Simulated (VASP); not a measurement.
Set up this calculation in VASP 6.6.1, as the native input.

```
Task                   : band structure
Functional             : PBE
Dispersion             : D3(BJ)
Potentials or basis    : VASP PAW PBE potentials, release 64 (Te, Mo_sv)
Cutoff                 : 520 eV
k mesh                 : 6 × 6 × 1
Occupations            : gaussian, width 0.03 eV
Spin                   : no spin polarisation
Dipole correction      : yes
Further INCAR settings : ALGO = Normal; EDIFF = 1e-06; NBANDS = 35
```

The structure of Te2Mo lies in POSCAR:

```
Te2Mo                                   
1.0
    3.4990608844      0.0000000000      0.0000000000
   -1.7495304422      3.0302756197      0.0000000000
    0.0000000000      0.0000000000     28.5919888000
  Te              Mo            
     4     2
Direct
     0.3333333300000021    0.6666666699999979    0.3164830360064675
     0.3333333300000021    0.6666666699999979    0.4437157555738214
     0.6666666699999979    0.3333333300000021    0.5562842444261786
     0.6666666699999979    0.3333333300000021    0.6835169639935326
     0.6666666699999979    0.3333333300000021    0.3800671429557762
     0.3333333300000021    0.6666666699999979    0.6199328570442239
```

The input as run:

INCAR

```
SYSTEM = Te2Mo
PREC = Accurate ; ENCUT = 520
EDIFF = 1E-6 ; ISMEAR = 0
SIGMA = 0.03 ; LREAL = .False.
LASPH = .True. ; NELM = 80
ALGO = Normal ; ISIF = 2
LWAVE = .False. ; LCHARG = .False.
LMAXMIX = 4 ; LDIPOL = .True.
IDIPOL = 3 ; DIPOL = 0.5 0.5 0.500
GGA = PE ; IVDW = 12
NBANDS = 35 ; LVHAR = .True.
LVACPOTAV = .True.
```

KPOINTS

```
Automatic mesh
0
Gamma
  6 6 1
  0 0 0
```

KPOINTS_OPT

```
explicit points
3
Reciprocal
 0.0000000000  0.0000000000  0.0000000000 1
 0.5000000000  0.0000000000  0.0000000000 1
 0.3333333300  0.3333333300  0.0000000000 1
```

Potentials or basis: VASP PAW PBE potentials, release 64 (Te, Mo_sv).

Launch:

```sh
$ cat potpaw_PBE.64/Te/POTCAR potpaw_PBE.64/Mo_sv/POTCAR > POTCAR
$ mpirun -np 8 vasp_std > vasp.out
```

Results of the run:

```yaml
Largest_force: 0.006 eV/Å
Band_gap_on_the_k_mesh: 0.93 eV, indirect (least direct gap 1.14 eV)
Band_gap_along_the_path: 1.04 eV, indirect (least direct gap 1.14 eV)
Dispersion_energy_per_atom: -0.475 eV
Ionisation_potential_of_the_upper_face: 4.68 eV
```

Caveat: spin-orbit coupling is left out, which moves the levels of the heavy elements.

Wall time 44 s on 8 MPI ranks on Intel(R) Xeon(R) Platinum 8488C (Sapphire Rapids) (shared host), peak memory 0.2 GiB a rank.
